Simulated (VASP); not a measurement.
## A VASP 6.6.1 single-point calculation on SrO

INCAR

```
NSW = 0
LREAL = .FALSE.
LWAVE = .FALSE.
ENCUT = 520
EDIFF = 1E-7
ALGO = Normal
LCHARG = .FALSE.
PREC = Accurate
NBANDS = 15
SIGMA = 0.02
GGA = PE
IBRION = -1
LASPH = .TRUE.
ISMEAR = -1
ISIF = 2
NELM = 64
```

KPOINTS

```
KPOINTS created by Atomic Simulation Environment
0
Gamma
8 8 8
0 0 0
```

POSCAR

```
Sr O
 1.0000000000000000
    -0.0193491924750000    2.5798923271250001    2.5798923271248126
     2.5798923271250001   -0.0193491924750000    2.5798923271248126
     2.5605431347000001    2.5605431347000001    0.0000000000496251
 Sr  O
   1   1
Cartesian
  0.0000000000000000  0.0000000000000000  0.0000000000000000
  2.5605431346750001  2.5605431346750001  2.5798923271496257
```

The recommended PBE PAW datasets give the neutral cell 16 valence electrons.

Command

```
mpirun -np 1 vasp_std
```

**Question.** How does this run end, and what does it give?

**Answer.** It converged. Results: gap between bands v and c on the k mesh 3.25 eV; least direct gap on the k mesh 3.35 eV; pressure 2.4 GPa. Band v is the last that the valence electrons fill when counted band by band, and c is the next.

OSZICAR

```
N       E                     dE             d eps       ncg     rms          rms(c)
DAV:   1     0.673236802496E+02    0.67324E+02   -0.84550E+03  2850   0.104E+03
DAV:   2    -0.111039924562E+02   -0.78428E+02   -0.72462E+02  3885   0.220E+02
DAV:   3    -0.141867404078E+02   -0.30827E+01   -0.30695E+01  3747   0.391E+01
DAV:   4    -0.142460475121E+02   -0.59307E-01   -0.59301E-01  3542   0.534E+00
DAV:   5    -0.142477560513E+02   -0.17085E-02   -0.17085E-02  3634   0.705E-01    0.162E+01
DAV:   6    -0.121980755412E+02    0.20497E+01   -0.67027E+00  2920   0.194E+01    0.190E+01
DAV:   7    -0.120554419968E+02    0.14263E+00   -0.30357E-01  3361   0.488E+00    0.110E+01
DAV:   8    -0.120446631233E+02    0.10779E-01   -0.11950E-01  3725   0.345E+00    0.413E-01
DAV:   9    -0.120459866064E+02   -0.13235E-02   -0.58667E-03  3556   0.485E-01    0.233E-01
DAV:  10    -0.120464446189E+02   -0.45801E-03   -0.44106E-04  3193   0.197E-01    0.865E-02
DAV:  11    -0.120465913920E+02   -0.14677E-03   -0.14691E-04  3067   0.896E-02    0.273E-02
DAV:  12    -0.120466098143E+02   -0.18422E-04   -0.27805E-05  3067   0.386E-02    0.228E-02
DAV:  13    -0.120466098398E+02   -0.25442E-07   -0.15594E-06  3193   0.109E-02    0.332E-03
DAV:  14    -0.120466096611E+02    0.17865E-06   -0.13698E-07  3747   0.280E-03    0.223E-03
DAV:  15    -0.120466096536E+02    0.74624E-08   -0.85139E-09  1684   0.880E-04
   1 F= -.12046610E+02 E0= -.12046610E+02  d E =-.972274E-13
```

For comparison, a separate PBE run of the intended cell, on usual settings and not on those above, gives a gap of 3.25 eV on its mesh and a pressure of 2.4 GPa.
